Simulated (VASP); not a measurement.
# PbS (Galena) (Fm-3m) in VASP: notebook, part 2 of 2

VASP 6.6.1. Earlier steps stand in the parts before.

**3. Relaxation of cell and atoms, PBE+D3(BJ)**

Contents of INCAR:

```
SYSTEM = PbS
PREC = Accurate ; ENCUT = 600
EDIFF = 1E-6 ; ISMEAR = 0
SIGMA = 0.03 ; LREAL = .FALSE.
LASPH = .TRUE. ; NELM = 80
ALGO = Normal ; ISIF = 3
LWAVE = .FALSE. ; LCHARG = .FALSE.
GGA = PE ; IVDW = 12
IBRION = 2 ; NSW = 90
EDIFFG = -0.01
```

Contents of KPOINTS:

```
Automatic mesh
0
G
  8 8 8
  0 0 0
```

Contents of POSCAR:

```
PbS
1.0
    0.0000000000      2.9657500000      2.9657500000
    2.9657500000      0.0000000000      2.9657500000
    2.9657500000      2.9657500000      0.0000000000
Pb S
1 1
Direct
    0.0000000000      0.0000000000      0.0000000000
    0.5000000000      0.5000000000      0.5000000000
```

Potentials or basis: VASP PAW PBE potentials, release 64 (Pb_d, S).

Run with:

```bash
$ cat potpaw_PBE.64/Pb_d/POTCAR potpaw_PBE.64/S/POTCAR > POTCAR
$ mpirun -np 1 vasp_std > vasp.out
```

OUTCAR:

```text
SYSTEM = PbS
   PREC = Accurate
   ENCUT = 600
   EDIFF = 1E-6
   ISMEAR = 0
   LREAL = .FALSE.
   LASPH = .TRUE.
   NELM = 80
   ISIF = 3
   GGA = PE
   IVDW = 12
   IBRION = 2
   NSW = 90
   EDIFFG = -0.01
 IVDW          = 12

 ion  position               nearest neighbor table
   1  0.000  0.000  0.000-   2 2.97   2 2.97   2 2.97   2 2.97   2 2.97   2 2.97
   2  0.500  0.500  0.500-   1 2.97   1 2.97   1 2.97   1 2.97   1 2.97   1 2.97

  LATTYP: Found a face centered cubic cell.
 ALAT       =     5.9315000000

  Lattice vectors:

 A1 = (   0.0000000000,   2.9657500000,   2.9657500000)
 A2 = (   2.9657500000,   0.0000000000,   2.9657500000)
 A3 = (   2.9657500000,   2.9657500000,   0.0000000000)

Analysis of symmetry for initial positions (statically):
=====================================================================
 Subroutine PRICEL returns:
 Original cell was already a primitive cell.

 Routine SETGRP: Setting up the symmetry group for a
 face centered cubic supercell.

 Subroutine GETGRP returns: Found 48 space group operations
 (whereof 48 operations were pure point group operations)
 out of a pool of 48 trial point group operations.

The static configuration has the point symmetry O_h .

Analysis of symmetry for dynamics (positions and initial velocities):
=====================================================================
 Subroutine PRICEL returns:
 Original cell was already a primitive cell.

 Routine SETGRP: Setting up the symmetry group for a
 face centered cubic supercell.

 Subroutine GETGRP returns: Found 48 space group operations
 (whereof 48 operations were pure point group operations)
 out of a pool of 48 trial point group operations.

The dynamic configuration has the point symmetry O_h .

 Subroutine INISYM returns: Found 48 space group operations
 (whereof 48 operations are pure point group operations),
 and found     1 'primitive' translations

----------------------------------------------------------------------------------------

[... 126 lines left out ...]
  energy-cutoff  :      600.00
  volume of cell :       52.17
 maximum number of plane-waves:      1807
 NGX is ok and might be reduce to    36
   NGX = 17   NGY = 17   NGZ = 17

 number of electron      20.0000002 magnetization

 Free energy of the ion-electron system (eV)
  ---------------------------------------------------
  ext. energy  EPLUGINS =         0.00000000
  ---------------------------------------------------
  free energy    TOTEN  =        -8.75628425 eV

  energy without entropy =       -8.75628425  energy(sigma->0) =       -8.75628425

 E-fermi :   6.0067     XC(G=0):  -9.6824

 val. band max:        5.8225757180   @ k =   0.5000   0.0000   0.0000
 cond. band min:       6.1869963777   @ k =   0.5000   0.0000   0.0000
 fundamental gap:      0.3644206598
 Fermi energy:         6.0066565287

 k-point     1 :       0.0000    0.0000    0.0000
  band No.  band energies     occupation
      1     -11.0020      2.00000
      2     -11.0020      2.00000
      3     -11.0020      2.00000
      4     -10.9856      2.00000
      5     -10.9856      2.00000
      6      -7.7751      2.00000
      7      -0.2139      2.00000
      8       3.6488      2.00000
      9       3.6488      2.00000
     10       3.6488      2.00000
     11      11.0354      0.00000
     12      11.0354      0.00000
     13      11.0354      0.00000
     14      12.5527      0.00000
[... 377 lines left out ...]
      1     -11.0551      2.00000
      2     -11.0030      2.00000
      3     -10.9860      2.00000
      4     -10.9729      2.00000
      5     -10.9519      2.00000
      6      -6.3075      2.00000
      7      -2.6591      2.00000
      8       2.3824      2.00000
      9       2.8074      2.00000
     10       4.8294      2.00000
     11       7.3795      0.00000
     12       9.2261      0.00000
     13       9.8515      0.00000
     14      13.8341      0.00000

 [... further k-points ...]

------------------------ aborting loop because EDIFF is reached ----------------------------------------

 Edisp (eV)   -0.69439

 E8    (eV) :    -0.3127

  FORCE on cell =-STRESS in cart. coord.  units (eV):
  Direction    XX          YY          ZZ          XY          YZ          ZX
  --------------------------------------------------------------------------------------
  -------------------------------------------------------------------------------------
  Total       0.01849     0.01849     0.01849     0.00000     0.00000    -0.00000
  in kB       0.56778     0.56778     0.56778     0.00000     0.00000    -0.00000
  external pressure =        0.57 kB  Pullay stress =        0.00 kB

 VOLUME and BASIS-vectors are now :
 -----------------------------------------------------------------------------
  energy-cutoff  :      600.00
  volume of cell :       52.17
      direct lattice vectors                 reciprocal lattice vectors
     0.000000000  2.965750000  2.965750000    -0.168591419  0.168591419  0.168591419
     2.965750000  0.000000000  2.965750000     0.168591419 -0.168591419  0.168591419
     2.965750000  2.965750000  0.000000000     0.168591419  0.168591419 -0.168591419

 POSITION                                       TOTAL-FORCE (eV/Angst)
 -----------------------------------------------------------------------------------
      0.00000      0.00000      0.00000         0.000000     -0.000000     -0.000000
      2.96575      2.96575      2.96575        -0.000000      0.000000      0.000000
 -----------------------------------------------------------------------------------
    total drift:                                0.000000      0.000000      0.000000

  FREE ENERGIE OF THE ION-ELECTRON SYSTEM (eV)
  ---------------------------------------------------
  free  energy   TOTEN  =        -9.4506752544 eV

  energy  without entropy=       -9.4506752544  energy(sigma->0) =       -9.45067525

 reached required accuracy - stopping structural energy minimisation
```

Run time: 12 s. Hardware: 1 thread of Intel Xeon 6975P-C (Granite Rapids), shared host; peak memory 0.22 GiB.

Results:

| Item | Value |
| --- | --- |
| Free energy | -9.4507 eV |
| Pressure after relaxing | 0.1 GPa |
| Band gap on the k mesh | 0.36 eV, direct |
| Dispersion energy per atom | -0.347 eV |

Final structure:
```cif
data_structure
_symmetry_space_group_name_H-M 'P 1'
_symmetry_Int_Tables_number 1
_cell_length_a 4.1942
_cell_length_b 4.1942
_cell_length_c 4.1942
_cell_angle_alpha 60.000
_cell_angle_beta 60.000
_cell_angle_gamma 60.000
_cell_volume 52.17
loop_
_atom_site_label
_atom_site_type_symbol
_atom_site_fract_x
_atom_site_fract_y
_atom_site_fract_z
_atom_site_occupancy
Pb1 Pb 0.00000 0.00000 0.00000 1
S1 S 0.50000 0.50000 0.50000 1
```

Caveat: the relaxation stopped at its first step, so nothing moved; spin-orbit coupling is left out, which as a rule narrows the gap of such compounds by several tenths of an eV. A k mesh can miss the band edges.

**4. Relaxation of cell and atoms, PBE+D3(BJ)**

Contents of INCAR:

```
SYSTEM = PbS
PREC = Accurate ; ENCUT = 600
EDIFF = 1E-7 ; ISMEAR = 0
SIGMA = 0.03 ; LREAL = .FALSE.
LASPH = .TRUE. ; NELM = 80
ALGO = Normal ; ISIF = 3
LWAVE = .FALSE. ; LCHARG = .FALSE.
GGA = PE ; IVDW = 12
IBRION = 2 ; NSW = 90
EDIFFG = -0.005
```

KPOINTS is that of step 3.

Contents of POSCAR:

```
PbS                                     
1.0
    0.0000000000      2.9657500000      2.9657500000
    2.9657500000      0.0000000000      2.9657500000
    2.9657500000      2.9657500000      0.0000000000
  Pb              S             
     1     1
Direct
     0.0000000000000000    0.0000000000000000    0.0000000000000000
     0.5000000000000000    0.5000000000000000    0.5000000000000000
```

Run with:

```bash
$ cat potpaw_PBE.64/Pb_d/POTCAR potpaw_PBE.64/S/POTCAR > POTCAR
$ mpirun -np 1 vasp_std > vasp.out
```

Wall time 18 s (1 thread of Intel Xeon 6975P-C (Granite Rapids), shared host); peak memory 0.22 GiB.

The run converged. Its results:

```
Free energy                            : -9.4507 eV
Relaxed volume                         : 26.12 Å³/atom
Relaxed cell                           : a = 4.196 Å, b = 4.196 Å, c = 4.196 Å, α = 60.00°, β = 60.00°, γ = 60.00°
Space group after relaxing (to 0.05 Å) : Fm-3m (No. 225)
Energy gained by relaxing              : 0.0 meV/atom
Ionic steps                            : 2
Pressure after relaxing                : 0.0 GPa
Band gap on the k mesh                 : 0.37 eV, direct
Dispersion energy per atom             : -0.347 eV
```

Final structure:
```cif
data_structure
_symmetry_space_group_name_H-M 'P 1'
_symmetry_Int_Tables_number 1
_cell_length_a 4.1961
_cell_length_b 4.1961
_cell_length_c 4.1961
_cell_angle_alpha 60.000
_cell_angle_beta 60.000
_cell_angle_gamma 60.000
_cell_volume 52.24
loop_
_atom_site_label
_atom_site_type_symbol
_atom_site_fract_x
_atom_site_fract_y
_atom_site_fract_z
_atom_site_occupancy
Pb1 Pb 0.00000 0.00000 0.00000 1
S1 S 0.50000 0.50000 0.50000 1
```

Levels at points of the mesh, in eV from the valence-band top:
| k point | band 7 | band 8 | band 9 | band 10 | band 11 | band 12 | band 13 | band 14 |
| --- | --- | --- | --- | --- | --- | --- | --- | --- |
| (0.00, 0.00, 0.00) | -6.04 | -2.17 | -2.17 | -2.17 | 5.21 | 5.21 | 5.21 | 6.74 |
| (0.50, 0.00, 0.00) | -8.84 | -1.78 | -1.78 | 0.00 | 0.37 | 1.97 | 1.97 | 8.66 |
| (0.50, 0.50, 0.00) | -7.20 | -5.18 | -3.43 | -3.43 | 3.87 | 5.57 | 5.68 | 5.68 |

Caveat: spin-orbit coupling is left out, which as a rule narrows the gap of such compounds by several tenths of an eV.
